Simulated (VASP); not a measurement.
# Al2O3 (Corundum) (R-3c) in VASP: notebook

The runs below take Al2O3 (Corundum) through single point, with LDA.

Everything below comes from runs of VASP 6.6.1. Logs are shortened: lines on timing, memory, paths and dates and some standing lists are left out, and cuts for length are marked.

## Step 1: Starting point

The structure is trigonal, space group R-3c (No. 167). The conventional cell has a = 4.760 Å, b = 4.760 Å, c = 12.996 Å, α = 90.00°, β = 90.00°, γ = 120.00°. Al (site symmetry 3) has 6 O at 1.85 to 1.97 Å as nearest neighbours. Around O (site symmetry 2) lie 4 Al at 1.85 to 1.97 Å.

## Step 2: Single point, LDA

The input, INCAR:

```
SYSTEM = Al2O3
PREC = Accurate
ENCUT = 340
EDIFF = 1E-7
ISMEAR = 0
SIGMA = 0.05
LREAL = .FALSE.
LASPH = .TRUE.
NELM = 100
ALGO = Normal
ISIF = 2
LWAVE = .FALSE.
LCHARG = .FALSE.
NBANDS = 35
ADDGRID = .FALSE.
```

The input, KPOINTS:

```
regular mesh
0
G
  6 6 6
  0 0 0
```

The input, POSCAR:

```
Al2O3
1.0
    2.3802500000      1.3742379782      4.3318666667
   -2.3802500000      1.3742379782      4.3318666667
    0.0000000000     -2.7484759565      4.3318666667
Al O
4 6
Direct
    0.8521600000      0.8521600000      0.8521600000
    0.6478400000      0.6478400000      0.6478400000
    0.1478400000      0.1478400000      0.1478400000
    0.3521600000      0.3521600000      0.3521600000
    0.0566800000      0.7500000000      0.4433200000
    0.7500000000      0.4433200000      0.0566800000
    0.4433200000      0.0566800000      0.7500000000
    0.9433200000      0.2500000000      0.5566800000
    0.2500000000      0.5566800000      0.9433200000
    0.5566800000      0.9433200000      0.2500000000
```

Potentials or basis: VASP PAW LDA potentials, release 64 (Al, O).

Launch:

```sh
> cat potpaw_LDA.64/Al/POTCAR potpaw_LDA.64/O/POTCAR > POTCAR
> mpirun -np 1 vasp_std > vasp.out
```

OUTCAR:

```text
SYSTEM = Al2O3
   PREC = Accurate
   ENCUT = 340
   EDIFF = 1E-7
   ISMEAR = 0
   LREAL = .FALSE.
   LASPH = .TRUE.
   NELM = 100
   ISIF = 2

 Found     32 irreducible k-points:

 Following reciprocal coordinates:
            Coordinates               Weight
  0.000000  0.000000  0.000000      1.000000
  0.166667  0.000000  0.000000      6.000000
  0.333333 -0.000000 -0.000000      6.000000
  0.500000 -0.000000 -0.000000      3.000000
  0.166667  0.166667  0.000000      6.000000
  0.333333  0.166667 -0.000000     12.000000
   k-points           NKPTS =     32   k-points in BZ     NKDIM =     32   number of bands    NBANDS=     35
   number of dos      NEDOS =    301   number of ions     NIONS =     10
   total plane-waves  NPLWV =  32768
   dimension x,y,z NGX =    32 NGY =   32 NGZ =   32
   dimension x,y,z NGXF=    64 NGYF=   64 NGZF=   64
   ions per type =               4   6
   NGX,Y,Z   is equivalent  to a cutoff of  10.37, 10.37, 10.37 a.u.
   NGXF,Y,Z  is equivalent  to a cutoff of  20.74, 20.74, 20.74 a.u.
 SYSTEM =  Al2O3
   PREC   = accura    normal or accurate (medium, high low for compatibility)
   ISTART =      0    job   : 0-new  1-cont  2-samecut
   ICHARG =      2    charge: 1-file 2-atom 10-const
   ISPIN  =      1    spin polarized calculation?
   LNONCOLLINEAR =      F non collinear calculations
   LSORBIT =      F    spin-orbit coupling
   LASPH  =      T    aspherical Exc in radial PAW
   ENCUT  =  340.0 eV  24.99 Ry    5.00 a.u.   7.71  7.71  7.71*2*pi/ulx,y,z
   NELM   =    100;   NELMIN=  2; NELMDL= -5     # of ELM steps
   EDIFF  = 0.1E-06   stopping-criterion for ELM
   LREAL  =      F    real-space projection
   EDIFFG = 0.1E-05   stopping-criterion for IOM
   NSW    =      0    number of steps for IOM
   IBRION =     -1    ionic relax: 0-MD 1-quasi-New 2-CG
   NFREE  =      0    steps in history (QN), initial steepest desc. (CG)
   ISIF   =      2    stress and relaxation
   ISYM   =      2    0-nonsym 1-usesym 2-fastsym
   POTIM  = 0.5000    time-step for ionic-motion
   TEBEG  =    0.0;   TEEND  =   0.0 temperature during run
   PSTRESS=    0.0 pullay stress
   NELECT =      48.0000    total number of electrons
   NUPDOWN=      -1.0000    fix difference up-down
   EMIN   =  10.00;   EMAX   =-10.00  energy-range for DOS
   EFERMI =   0.00;   METHOD = LEGACY
   ISMEAR =     0;   SIGMA  =   0.05  broadening in eV -4-tet -1-fermi 0-gaus
   EFERMI_NEDOS =   21; number of points for ismear=-14 and -15
   IALGO  =     38    algorithm
   IMIX   =      4    mixing-type and parameters
     AMIX     =   0.40;   BMIX     =  1.00
     AMIX_MAG =   1.60;   BMIX_MAG =  1.00
  volume/ion in A,a.u.               =       8.50        57.37
  Fermi-wavevector in a.u.,A,eV,Ry     =   1.353064  2.556920 24.909299  1.830782
  Thomas-Fermi vector in A             =   2.480350
   LORBIT       =      0    0 simple, 1 ext, 2 COOP (PROOUT), +10 PAW based schemes
   GGA     = CA    functional components
   LHFCALC =     F    Hartree Fock is set to
   AEXX    =    0.0000 exact exchange contribution
   IVDW    =     0    specifies the selected vdW correction
   LEPSILON=     F    determine dielectric tensor
   LRPA    =     F    only Hartree local field effects (RPA)
 non-spin polarized calculation
 Gauss-broadening in eV      SIGMA  =   0.05
  energy-cutoff  :      340.00
  volume of cell :       85.02
 maximum number of plane-waves:      1240
   NGX = 15   NGY = 15   NGZ = 15

 number of electron      47.9999981 magnetization

 Free energy of the ion-electron system (eV)
  ---------------------------------------------------
  ext. energy  EPLUGINS =         0.00000000
  ---------------------------------------------------
  free energy    TOTEN  =       -83.45929979 eV

  energy without entropy =      -83.45929979  energy(sigma->0) =      -83.45929979

 E-fermi :   6.0985     XC(G=0): -12.1642

 val. band max:        5.8082417991   @ k =   0.0000   0.0000   0.0000
 cond. band min:      11.9530288752   @ k =   0.0000   0.0000   0.0000
 fundamental gap:      6.1447870761
 Fermi energy:         6.0985148855

 k-point     1 :       0.0000    0.0000    0.0000
  band No.  band energies     occupation
      1     -13.2351      2.00000
      2     -10.8293      2.00000
      3     -10.5323      2.00000
      4     -10.5323      2.00000
      5     -10.2082      2.00000
      6     -10.2082      2.00000
[... 27 lines left out ...]
     34      19.2377      0.00000
     35      20.2587      0.00000

 k-point     2 :       0.1667    0.0000    0.0000
  band No.  band energies     occupation
      1     -13.0899      2.00000
      2     -10.9034      2.00000
      3     -10.6228      2.00000
      4     -10.5644      2.00000
      5     -10.2793      2.00000
      6     -10.2203      2.00000
[... 27 lines left out ...]
     34      18.6063      0.00000
     35      19.9807      0.00000

 k-point     3 :       0.3333   -0.0000   -0.0000
  band No.  band energies     occupation
      1     -12.6726      2.00000
      2     -11.3828      2.00000
      3     -10.5942      2.00000
      4     -10.5698      2.00000
      5     -10.4290      2.00000
      6     -10.2876      2.00000
[... 27 lines left out ...]
     34      19.1202      0.00000
     35      19.2047      0.00000

 k-point     4 :       0.5000   -0.0000   -0.0000
  band No.  band energies     occupation
      1     -12.0537      2.00000
      2     -12.0537      2.00000
      3     -10.5518      2.00000
      4     -10.5518      2.00000
      5     -10.4218      2.00000
      6     -10.4218      2.00000
[... 27 lines left out ...]
     34      18.4117      0.00000
     35      18.7823      0.00000

 k-point     5 :       0.1667    0.1667    0.0000
  band No.  band energies     occupation
      1     -13.0505      2.00000
      2     -10.9132      2.00000
      3     -10.6548      2.00000
      4     -10.5635      2.00000
      5     -10.3470      2.00000
      6     -10.1936      2.00000
[... 27 lines left out ...]
     34      18.8793      0.00000
     35      19.7686      0.00000

 k-point     6 :       0.3333    0.1667   -0.0000
  band No.  band energies     occupation
      1     -12.7330      2.00000
      2     -11.1573      2.00000
      3     -10.7348      2.00000
      4     -10.5797      2.00000
      5     -10.5455      2.00000
      6     -10.1859      2.00000
[... 27 lines left out ...]
     34      18.9680      0.00000
     35      19.3812      0.00000

 [... further k-points ...]
[... 5 lines left out ...]
  --------------------------------------------------------------------------------------
  -------------------------------------------------------------------------------------
  Total      -15.7132122    -15.7132122    -16.1438002      0.0000000      0.0000000      0.0000000
  in kB     -296.1179314   -296.1179314   -304.2324299      0.0000000      0.0000000      0.0000000
  external PRESSURE =    -298.8227643 kB  Pullay stress =       0.0000000 kB

 VOLUME and BASIS-vectors are now :
 -----------------------------------------------------------------------------
  energy-cutoff  :      340.00
  volume of cell :       85.02
      direct lattice vectors                 reciprocal lattice vectors
     2.380250000  1.374237978  4.331866667     0.210061968  0.121279334  0.076949121
    -2.380250000  1.374237978  4.331866667    -0.210061968  0.121279334  0.076949121
     0.000000000 -2.748475957  4.331866667     0.000000000 -0.242558668  0.076949121

 POSITION                                       TOTAL-FORCE (eV/Angst)
 -----------------------------------------------------------------------------------
      0.00000     -0.00000     11.07433        -0.000000      0.000000     -0.018407
      0.00000     -0.00000      8.41907        -0.000000     -0.000000      0.018407
      0.00000     -0.00000      1.92127        -0.000000     -0.000000      0.018407
      0.00000     -0.00000      4.57653        -0.000000      0.000000     -0.018407
     -1.65027     -0.10988      5.41483        -0.101440     -0.175699      0.000000
      0.72998      1.48412      5.41483        -0.101440      0.175699      0.000000
      0.92030     -1.37424      5.41483         0.202880      0.000000     -0.000000
      1.65027      0.10988      7.58077         0.101440      0.175699      0.000000
     -0.72998     -1.48412      7.58077         0.101440     -0.175699      0.000000
     -0.92030      1.37424      7.58077        -0.202880     -0.000000      0.000000
 -----------------------------------------------------------------------------------
    total drift:                                0.000000      0.000000     -0.000000

  FREE ENERGIE OF THE ION-ELECTRON SYSTEM (eV)
  ---------------------------------------------------
  free  energy   TOTEN  =       -83.4592997892 eV

  energy  without entropy=      -83.4592997892  energy(sigma->0) =      -83.45929979
```

Run time: 79 s. Hardware: 1 thread of AMD EPYC 7R43 (Zen 3), shared host; peak memory 0.13 GiB.

The run converged, but a check on its numbers failed (symmetry, net force, bounds or a known fault of this set-up), so they aren't taken as properties of the crystal.

Caveat: the cutoff lies under the usual one of these potentials, so the numbers hold a large basis-set error; a pressure of tens of GPa on the cell as given is suspect, and the run, the potentials or the cell itself is likely at fault.

## Step 3: Single point, LDA

Changes to INCAR since step 2:

```diff
@@ -2,3 +2,3 @@
 PREC = Accurate
-ENCUT = 340
+ENCUT = 460
 EDIFF = 1E-7
```

KPOINTS is that of step 2.

POSCAR is that of step 2.

Potentials or basis: VASP PAW LDA potentials, release 64 (Al, O).

Launch:

```sh
> cat potpaw_LDA.64/Al/POTCAR potpaw_LDA.64/O/POTCAR > POTCAR
> mpirun -np 1 vasp_std > vasp.out
```

Wall time 2.2 min (1 thread of AMD EPYC 7R43 (Zen 3), shared host); peak memory 0.16 GiB.

These settings aren't checked as converged: the numbers below hold their error.

Results:

```yaml
Free_energy: -83.1107 eV
Pressure: -5.3 GPa
Largest_force: 0.122 eV/Å
Band_gap_on_the_k_mesh: 6.17 eV, direct
```

Caveat: the cutoff is under 1.25 times the usual one of these potentials, so pressure, stress and relaxed cells hold a basis-set (Pulay) error.

## Step 4: Single point, LDA

Changes to INCAR since step 3:

```diff
@@ -1,4 +1,4 @@
 SYSTEM = Al2O3
-PREC = Accurate
-ENCUT = 460
+PREC = Low
+ENCUT = 520
 EDIFF = 1E-7
```

KPOINTS is that of step 3.

POSCAR is that of step 3.

Launch:

```sh
> cat potpaw_LDA.64/Al/POTCAR potpaw_LDA.64/O/POTCAR > POTCAR
> mpirun -np 1 vasp_std > vasp.out
```

Run time: 93 s. Hardware: 1 thread of AMD EPYC 7R43 (Zen 3), shared host; peak memory 0.13 GiB.

The run converged, but some of its settings lie outside the range that counts as converged, so its numbers aren't taken as properties of the crystal.

What came out:

```
Free energy            : -83.0919 eV
Pressure               : -4.5 GPa
Largest force          : 0.124 eV/Å
Band gap on the k mesh : 6.17 eV, direct
```

(Continued in part 2 of 2.)
